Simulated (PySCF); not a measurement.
Molecule: SMILES C1=C[C@H]2CC[C@@H]1C2, C₇H₁₀.

Structure with atom numbers: `[CH:1]1=[CH:2][C@H:3]2[CH2:4][CH2:5][C@@H:6]1[CH2:7]2`; H(Xn) means a hydrogen on atom n. Ha(C4), Ha(C5) are cis to C1 on the ring; Ha(C7) is cis to C4 on the ring; Hb(C4), Hb(C5) are trans to C1 on the ring; Hb(C7) is trans to C4 on the ring.

Geometry PBE0-D3(BJ)/def2-SVP throughout; GIAO in PySCF 2.14.0 with density-fitted response routines, gas phase, one conformer, non-relativistic; equivalent atoms averaged; basis pcSseg-1.

Q: How do the absolute shieldings σ depend on the functional? (a selection of nuclei; ppm; last column core-seconds on shared hosts with different chips, so compare them loosely; the GGAs took longer than the global hybrids here, which isn't the general rule, and the cause wasn't traced)

A: 
| functional | kind | C1/C2 | C7 | C3/C6 | C4/C5 | H(C3)/H(C6) | Hb(C4)/Hb(C5) | Hb(C7) | Ha(C7) | Ha(C4)/Ha(C5) | core-s |
| --- | --- | --- | --- | --- | --- | --- | --- | --- | --- | --- | --- |
| PBE | GGA | 37.1 | 126.5 | 132.8 | 151.9 | 28.46 | 29.50 | 29.86 | 30.18 | 30.25 | 30 |
| OPBE | GGA | 48.6 | 134.7 | 140.0 | 157.7 | 28.53 | 29.53 | 29.89 | 30.16 | 30.29 | 34 |
| KT2 | GGA | 48.8 | 131.3 | 137.8 | 156.7 | 28.36 | 29.51 | 29.92 | 30.19 | 30.25 | 32 |
| KT3 | GGA | 50.1 | 131.7 | 137.2 | 155.1 | 28.61 | 29.67 | 30.05 | 30.29 | 30.39 | 32 |
| B97-D | GGA | 40.8 | 126.7 | 132.7 | 150.9 | 28.73 | 29.72 | 30.08 | 30.36 | 30.43 | 32 |
| PBE0 | global hybrid | 38.9 | 132.6 | 139.8 | 157.4 | 28.63 | 29.66 | 30.00 | 30.31 | 30.36 | 16 |
| WP04 | global hybrid | 28.0 | 119.8 | 124.6 | 142.2 | 29.08 | 30.00 | 30.29 | 30.53 | 30.61 | 18 |
| B97-2 | global hybrid | 41.7 | 132.5 | 139.3 | 156.5 | 28.76 | 29.77 | 30.10 | 30.39 | 30.45 | 16 |
| BHandHLYP | global hybrid | 36.1 | 133.3 | 141.2 | 157.6 | 28.94 | 29.93 | 30.24 | 30.55 | 30.55 | 17 |

Q: Which nucleus among those listed moves most, in ppm?

A: C1/C2 (alkene CH): from 28.0 ppm with WP04 to 50.1 ppm with KT3. The smallest spread is 0.36 ppm, at Ha(C4)/Ha(C5). Proton shifts span only some 12 ppm, so a few tenths of a ppm matter as much there as several ppm in carbon.
